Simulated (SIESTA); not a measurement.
Crystal: HfO2.

```xyz
6
Lattice="3.5580 0.0000 0.0000 0.0000 3.5580 0.0000 0.0000 0.0000 5.1719" Properties=species:S:1:pos:R:3 pbc="T T T"
Hf    0.0000    0.0000    0.0000
Hf    1.7790    1.7790    2.5859
O     0.0000    1.7790    1.0199
O     1.7790    0.0000    1.5660
O     1.7790    0.0000    4.1519
O     0.0000    1.7790    3.6059
```

Measurements of this composition are mostly on another form, of space group No. 14.

Base run:

```yaml
Program: SIESTA 5.4.2
Functional: LDA
Potentials_or_basis: PseudoDojo 0.4 standard (LDA files)
Basis: DZP (energy shift 0.003 Ry; two zetas on semicore shells)
Grid_cutoff: 800 Ry
Energy_shift: 0.003 Ry
k_mesh: 8 × 8 × 5
Occupations: fermi-dirac, width 0.05 eV
Spin: no spin polarisation
```

Its results: band gap on the k mesh 4.44 eV, indirect (least direct gap 4.51 eV); pressure -3.4 GPa; largest force 0.158 eV/Å.

Question: The run is repeated on the same cell with these changes: functional from LDA to PBE; potentials or basis from PseudoDojo 0.4 standard (LDA files) to PseudoDojo 0.4 standard (PBE files). What comes out?

Answer: Band gap on the k mesh 4.60 eV, indirect (least direct gap 4.66 eV); pressure 12.7 GPa; largest force 0.301 eV/Å.

Caveats: short orbitals over semicore shells can move pressures by several GPa; spin-orbit coupling is left out, which moves the levels of the heavy elements; the basis of atomic orbitals isn't converged, which shifts pressures, moduli and gaps.
